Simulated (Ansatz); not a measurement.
# AlNi (Pm-3m), a film clamped to a substrate

Level of theory: DFT PBE, scalar-relativistic, plane waves, PAW (Ansatz 0.2.0). Settings: plane waves to 420 eV, k-mesh 20×20×20 (Γ-centred), Gaussian smearing 0.15 eV. No spin polarisation. A magnetic state may lie lower. Energies are free energies at this smearing, counted from the undisturbed cell; pressure is positive in compression.

The undisturbed cell (relaxed at this level; it needn't be the usual structure):

```
CELL_PARAMETERS angstrom
2.89308 0.00000 0.00000
0.00000 2.89308 0.00000
0.00000 0.00000 2.89308
ATOMIC_POSITIONS crystal
Al 0.00000 0.00000 0.00000
Ni 0.50000 0.50000 0.50000
```

The cell (2 atoms, V0 = 24.21 Å³) is strained by p along both x and y and by q along z, fractional coordinates fixed. τp = (1/V0) ∂E/∂p = (σxx + σyy)(1 + p)(1 + q) and τq = (1/V0) ∂E/∂q = σzz(1 + p)², with tension positive.

| p | q | ΔE (meV/atom) | τp (GPa) | τq (GPa) |
| --- | --- | --- | --- | --- |
| 0.000 | 0.000 | 0.00 | -0.03 | -0.01 |
| -0.025 | 0.000 | 17.28 | -18.87 | -7.41 |
| 0.025 | 0.000 | 15.08 | 15.47 | 6.27 |
| 0.000 | -0.025 | 5.20 | -7.07 | -5.67 |
| 0.000 | 0.025 | 4.53 | 6.57 | 4.64 |

**Question.** Get the second derivatives of the energy density.

**Answer.** Central differences give A = ∂τp/∂p = 687 GPa (C11 + C22 + 2 C12), C = ∂τq/∂q = 206 GPa (C33) and the cross term B = ∂τq/∂p = 274 GPa (C13 + C23); ∂τp/∂q = 273 GPa must equal B, and any difference shows higher-order terms. The ions are clamped. In a cubic crystal C11 = C = 206, C12 = B/2 = 137 GPa and A should be 2(C11 + C12) = 686 GPa; the bulk modulus is (C11 + 2 C12)/3 = 160 GPa.

**Question.** A film of this crystal grows with z along the normal on a substrate that imposes p. How does its thickness respond, and what does the misfit cost?

**Answer.** Count p and q from the stress-free cell. A free surface needs τq = 0, so q = −(B/C) p = -1.33 p. The energy density left is (A − B²/C) p²/2 = M p², with the biaxial modulus M = 162 GPa; a misfit of 1 % costs 1.22 meV/atom, against 2.59 meV/atom if the thickness were held.

In a metal these slopes depend on the k mesh and the smearing.

Stretched in the plane, the film thins by 1.33 times the imposed strain. This is less than constant volume would require, but enough to remove more than half of the misfit energy. The reason lies in the CsCl-type geometry: the Ni–Al nearest-neighbour bonds run along the body diagonals, so in-plane stretching combined with contraction along z largely preserves their length. Volume changes strain all of these bonds at once, whereas a tetragonal distortion is opposed mainly by longer-range interactions and the directional part of the Ni d–Al sp bonding. Hence C12 is a sizeable fraction of C11, and the tetragonal shear is soft compared with the bulk modulus. Compression costs more than equal extension for both strains, as expected from steepening short-range repulsion, so the harmonic misfit energy is best kept to small strains. Clamping the ions costs nothing here, because both sites remain inversion centres under these strains. The shear constant C44 isn't probed, so the results don't carry over to films of other orientations.
